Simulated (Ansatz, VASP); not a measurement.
# Cross-check of GaN between VASP and Ansatz, part 2 of 2

Wanted: the spread between two codes on one cell, functional and k mesh.

VASP 6.6.1 and Ansatz 0.2.0.

So far: The structure; VASP: G0W0 gap, PBE.

### 3. Ansatz: G0W0 gap, PBE

Level of this step: Ansatz beside VASP: Kohn-Sham DFT, plane waves, PBE, G0W0 (Ansatz).

Ansatz runs on its default PAW (the set named soft_2) files.

The same cell, functional and mesh now go to Ansatz, which takes its cutoff from its data sets.

File input.yaml:

```yaml
crystal:
  lattice:
    - [0.0, 2.2535006075, 2.2535006075]
    - [2.2535006075, 0.0, 2.2535006075]
    - [2.2535006075, 2.2535006075, 0.0]
  atoms:
    - { symbol: Ga, position: [0.0, 0.0, 0.0] }
    - { symbol: "N", position: [0.75, 0.75, 0.75] }
hamiltonian:
  xc: pbe
  pseudopotentials: { kind: paw }
kpoints:
  mp_grid: { grid: [6, 6, 6] }
scf:
  occupations: { method: fixed }
gw:
  n_empty_bands: 79
  ecut_chi: 140.0
  qp_bands: [v2, c2]
  qp_kpoints: band_edges
  screening: { model: contour_deformation }
```

Run with:

```
> ansatz run input.yaml --threads 4 --pin off --max-ram 9216MiB --backend cpu --events-out ev --progress --plain --runs-dir out
```

Numbers of over 12 decimals in the logs are rounded to 6 here.

Log:

```text
Engine: ansatz 0.2.0, aarch64-unknown-linux-gnu
Pseudopotentials: kind: paw
Pseudopotential: Ga, paw, valence charge 13, recommended cutoff 420 eV (normal), Ga.paw.azcp
Pseudopotential: N, paw, valence charge 5, recommended cutoff 420 eV (normal), N.paw.azcp
Functional definition: PBE
  parameter kappa = 0.804
  parameter beta = 0.066725
  exchange = pbe_x(kappa = kappa, mu = beta*pi^2/3)
  correlation = pbe_c(beta = beta)
Crystal: 2 atoms, lattice volume = 22.888 Å³
Basis set: ecut = 420 eV, 459 PW (Γ)
Bands: 13, of which v1, the nominal top of the filled ones, is band 9 counted from 1 (8 counted from 0)
Symmetry: 24 space group operations
Space group: F-43m (ITA 216), of the structure as read, at distance tolerance 2.8e-5 Å
k-points: 16 of 216 (time reversal used)
Non-local potential: Ga, projectors of the file, l = 0: 2, l = 1: 2, l = 2: 3, l = 3: 1
Non-local potential: N, projectors of the file, l = 0: 2, l = 1: 2, l = 2: 1
PAW form: soft (Blöchl's): semilocal exchange-correlation on the pseudo side does not see the compensation charge
PAW one-centre angular grid: Ga, 590 points (default); XC on 64 Gauss nodes
PAW one-centre angular grid: N, 110 points (default); XC on 64 Gauss nodes
Initial density: superposition of atomic densities (neutral atoms: chi_scale 0, normalization atom), corrected by the library's trained network
Initial wavefunctions: pseudopotential atomic-orbital guess
Functional: x = pbe(κ = 0.804, μ = 0.219515), c = pbe(β = 0.066725)
SCF iter   1: F=—  HF=-4167.893289 eV  |F-HF|=—  |Δ(HF+E_count)|=         —  Δρ=6.43e-4  dr2=3.03e-5  ethr=1.77e-3  ⟨swp⟩=4.2  Hψ=953  notcnv=0  defer=23
preconditioner: auto → none  [insulator: Δε(μ)=1.714 eV  Ē_g=18.754 eV  n_scr=8 (ndim 8)  ℏωp=32.9 eV  f_vac=0.001  ε∞_Penn≈4.1]
SCF iter   2: F=—  HF=-4167.893561 eV  |F-HF|=—  |Δ(HF+E_count)|=   2.72e-4  Δρ=3.51e-4  dr2=1.06e-5  ethr=1.68e-7  ⟨swp⟩=2.9  Hψ=530  notcnv=0  defer=32
SCF iter   3: F=—  HF=-4167.893599 eV  |F-HF|=—  |Δ(HF+E_count)|=   3.74e-5  Δρ=1.72e-4  dr2=2.64e-6  ethr=5.87e-8  ⟨swp⟩=2.6  Hψ=352  notcnv=0  defer=32
SCF iter   4: F=—  HF=-4167.893612 eV  |F-HF|=—  |Δ(HF+E_count)|=   1.30e-5  Δρ=5.86e-5  dr2=4.96e-7  ethr=1.47e-8  ⟨swp⟩=2.0  Hψ=350  notcnv=0  defer=32
iter 5 did not close the SCF: its close was put off for the readings that it lacked (scf_convergence_deferred on its scf_iter line)
SCF iter   5: F=-4167.893612 eV  HF=-4167.893612 eV  |F-HF|=6.90e-8  |Δ(HF+E_count)|=   1.31e-7  Δρ=1.46e-5  dr2=3.93e-8  ethr=2.75e-9  ⟨swp⟩=2.0  Hψ=351  notcnv=0  defer=32
SCF iter   6: F=-4167.893612 eV  HF=-4167.893612 eV  |F-HF|=6.08e-10  |Δ(HF+E_count)|=   2.28e-8  Δρ=5.15e-6  dr2=2.21e-9  ethr=2.18e-10  ⟨swp⟩=3.8  Hψ=911  notcnv=0
SCF 1 converged in 6 iterations: F = -4167.893612 eV  dr2 = 2.21e-9
  greatest PAW one-centre occupation: 0.995 electrons in one spin orbital (limit 2), on the Ga atom at site 0 (counted from 0), in its partial waves of l = 2
NSCF: frozen V_eff on 16 k-points
G₀W₀ screening: q 1/16
G₀W₀ screening: q 2/16 (q-point 6)
G₀W₀ screening: q 3/16 (q-point 7)
G₀W₀ screening: q 4/16 (q-point 8)
G₀W₀ screening: q 5/16 (q-point 11)
G₀W₀ screening: q 6/16 (q-point 14)
G₀W₀ screening: q 7/16 (q-point 15)
G₀W₀ screening: q 8/16 (q-point 9)
G₀W₀ screening: q 9/16 (q-point 12)
G₀W₀ screening: q 10/16 (q-point 16)
G₀W₀ screening: q 11/16 (q-point 2)
G₀W₀ screening: q 12/16 (q-point 3)
G₀W₀ screening: q 13/16 (q-point 5)
G₀W₀ screening: q 14/16 (q-point 10)
G₀W₀ screening: q 15/16 (q-point 4)
G₀W₀ screening: q 16/16 (q-point 13)
G₀W₀ self-energy: k 1/8
G₀W₀ self-energy: k 2/8
G₀W₀ self-energy: k 3/8
G₀W₀ self-energy: k 4/8
G₀W₀ self-energy: k 5/8
G₀W₀ self-energy: k 6/8
G₀W₀ self-energy: k 7/8
G₀W₀ self-energy: k 8/8
NSCF: frozen V_eff on 1 k-points
NSCF: frozen V_eff on 1 k-points
SCF converged after 6 iterations
Free energy (F): -4167.893612 eV
Harris-Foulkes:  -4167.893612 eV  (|F-HF|=6.08e-10)
Internal energy: -4167.893612 eV  (E = F + TS)
E sigma→0 (E₀):  -4167.893612 eV
Fermi energy:    9.654814 eV
--- Per-component energies (eV) ---
  E_band       = -5.612742
  E_kinetic    = 247.156418
  E_local      = -1949.992026  (includes V_loc(G=0)·N_el)
  E_nonlocal   = 474.313501
  E_hartree    = 897.152484
  E_xc         = -128.812919
  E_vxc        = -134.155524  (∫ρ·V_xc dr)
  E_paw        = -2120.276254  (= ΣΔE_a)
  E_vpaw       = -437.238303  (= ΣTr[D̂ρ^β])
  E_aug_tail   = 0.000139  (compensation charges beyond the density's cutoff)
  E_ewald      = -1587.434954
  E_smearing   = -0.000000  (= −TS)
  E_closure    = 0.000000  (closes the sum)
  Σ components = -4167.893612   (vs F -4167.893612, Δ=0.00e0)
--- Band table (eV; the first three rows and the last of 16) ---
  k-point 0: bands = [... 5 lower, -3.5204, 9.6548, 9.6548, 9.6548, 11.3697, 19.9619, 19.9619, 19.9619]
  k-point 1: bands = [... 5 lower, -3.5218, 7.3698, 9.3839, 9.3839, 12.9815, 18.9169, 20.3164, 20.3164]
  k-point 2: bands = [... 5 lower, -3.0357, 4.2958, 8.9033, 8.9033, 14.1149, 18.2920, 20.2850, 20.2850]
  k-point 15: bands = [... 5 lower, -1.6127, 3.8235, 6.2244, 6.2263, 14.9505, 17.5611, 20.9577, 21.0055]
--- G₀W₀: contour deformation, 7 samples at zero and on the imaginary axis and 3 off it, 216 q-points, 79 empty bands' worth ---
  eigenvalues of the whole cell's RPA ε∞ on this k-mesh (on a slab, of 1 + 4πα/V) = 6.6522, 6.6522, 6.6522; static W/v taken at q = 0 is 0.150327
  bands read: the sum over 88 bands ends inside a degenerate multiplet in 1 slot, whose members it reads at an even weight; the widest, k=12: bands 88 to 89 (counted from 1) at 1/2 each
  gw.qp_kpoints: band_edges: 8 of 16 stored k-points solved, in 1 pass; an edge of the gap read off the rows below is read off those points alone
    valence top: of the k-points left out ik 4 came nearest to being solved in a further pass, in band 8 (counted from 1, as in the quasiparticle table): it holds the edge there only if its correction is more favourable than any solved in that band by at least 0.790 eV; those differ by 0.301 eV
    conduction bottom: of the k-points left out ik 4 came nearest to being solved in a further pass, in band 10 (counted from 1, as in the quasiparticle table): it holds the edge there only if its correction is more favourable than any solved in that band by at least 1.798 eV; those differ by 0.543 eV
    ik  band        ε_KS         Σx   Σc(E_QP)       V_xc       Z   E_QP_lin       E_QP  E_QP is
     0     8      9.6548   -23.8931     3.0756   -20.2591  0.7638     9.0904     9.0964  root
     0     9      9.6548   -23.8931     3.0756   -20.2591  0.7638     9.0904     9.0964  root
     0    10     11.3697   -11.4697    -3.7032   -15.7048  0.7976    11.9061    11.9016  root
     0    11     19.9619    -7.8557    -5.3615   -13.8885  0.7908    20.6431    20.6331  root
     1     8      9.3839   -23.5945     3.1352   -19.8706  0.7631     8.7884     8.7952  root
     1     9      9.3839   -23.5945     3.1352   -19.8706  0.7631     8.7884     8.7952  root
     1    10     12.9815   -11.7672    -3.8874   -16.2733  0.7885    13.6071    13.6001  root
     1    11     18.9169    -8.2589    -5.3266   -14.2829  0.7860    19.6258    19.6142  root
     2     8      8.9033   -23.0977     3.2463   -19.2180  0.7613     8.2615     8.2700  root
     2     9      8.9033   -23.0977     3.2463   -19.2180  0.7613     8.2615     8.2700  root
     2    10     14.1149   -10.3403    -4.4902   -15.4981  0.7959    14.7913    14.7824  root
     2    11     18.2920    -8.9622    -5.5610   -15.2796  0.7610    19.0609    19.0485  root
     3     8      8.6876   -22.8665     3.2928   -18.9230  0.7604     8.0279     8.0370  root
     3     9      8.6876   -22.8665     3.2928   -18.9230  0.7604     8.0279     8.0370  root
     3    10     14.2903   -10.0933    -4.5237   -15.2649  0.8029    14.9464    14.9382  root
     3    11     18.3749    -8.9734    -5.8000   -15.5179  0.7415    19.1344    19.1194  root
     8     8      7.9208   -22.1459     3.3685   -18.0407  0.7583     7.1708     7.1841  root
     8     9      9.2504   -23.4287     3.1677   -19.6650  0.7625     8.6472     8.6543  root
     8    10     14.4303   -11.2465    -4.4675   -16.4586  0.7804    15.1868    15.1747  root
     8    11     18.3194    -9.1928    -5.2462   -15.1746  0.7826    19.0675    19.0549  root
     9     8      7.5367   -21.8224     3.5160   -17.5499  0.7544     6.7659     6.7802  root
     9     9      7.5367   -21.8224     3.5160   -17.5499  0.7544     6.7659     6.7802  root
     9    10     13.8948    -8.6602    -4.2126   -13.2280  0.8040    14.2523    14.2501  root
     9    11     16.6269   -10.1539    -4.9733   -15.9421  0.7945    17.4570    17.4418  root
    12     8      6.9526   -21.2100     3.6264   -16.7986  0.7504     6.1512     6.1676  root
    12     9      6.9526   -21.2100     3.6264   -16.7986  0.7504     6.1512     6.1676  root
    12    10     13.0057    -8.6604    -3.9442   -12.8063  0.8144    13.2080    13.2074  root
    12    11     16.3189    -9.8694    -4.7738   -15.3535  0.8029    17.0402    17.0292  root
    14     8      5.9406   -21.2101     3.8642   -16.4864  0.7402     5.0559     5.0811  root
    14     9      7.2843   -21.4456     3.5000   -17.1618  0.7543     6.4846     6.5005  root
    14    10     16.1766    -9.3343    -4.5834   -14.4081  0.7864    16.6721    16.6670  root
    14    11     17.1677   -10.6443    -5.3656   -16.9423  0.7701    18.1251    18.1001  root
```

Elapsed: 13 s, on 4 threads of Arm Neoverse V1, shared host; peak memory 0.27 GiB.

The column dr2 measures how far the density is from self-consistency, as an energy; F and HF (Harris–Foulkes) agree once it is small.

### 4. Differences

Known differences besides the potentials themselves: the two programs' PAW sets differ in cores and partial waves; the cutoff is 420 eV in Ansatz and 450 eV in VASP; VASP leaves aspherical gradient terms in its spheres out (LASPH is not set), Ansatz keeps them; Ansatz integrates over frequency by contour deformation, VASP on a grid of NOMEGA points. Total energies have different zeros and are not compared.

The two programs side by side:

| quantity | Ansatz | VASP | difference |
| --- | --- | --- | --- |
| G0W0 gap on the mesh (eV) | 2.82 | 2.86 | -0.04 |
| PBE gap under it (eV) | 1.71 | 1.72 | -0.01 |

### 5. Summary of results

```yaml
difference_in_g0w0_gap_on_the_mesh_g0w0_gap_pbe: -0.044 eV
```

**Reading.** The difference in G0W0 gap on the mesh is -0.044 eV (G0W0 gap, PBE), within the 0.15 eV picked in this series as the mark of a large difference. Such differences can come from data sets, numerical settings and the points named under the comparisons, not from the functional's error against experiment.

[Lines on the potential files, build, host, timing and source positions are cut from VASP's logs without a mark.]

[Logs are printed without paths, hosts, clocks, repeated set-up lines and the standing remarks that a program may print on its own settings, such as how far it seeks lower states.]

[Hosts, paths, dates, database ids (printed as entryN), source tags and the programs' standing remarks are cut or masked in the printed files.]
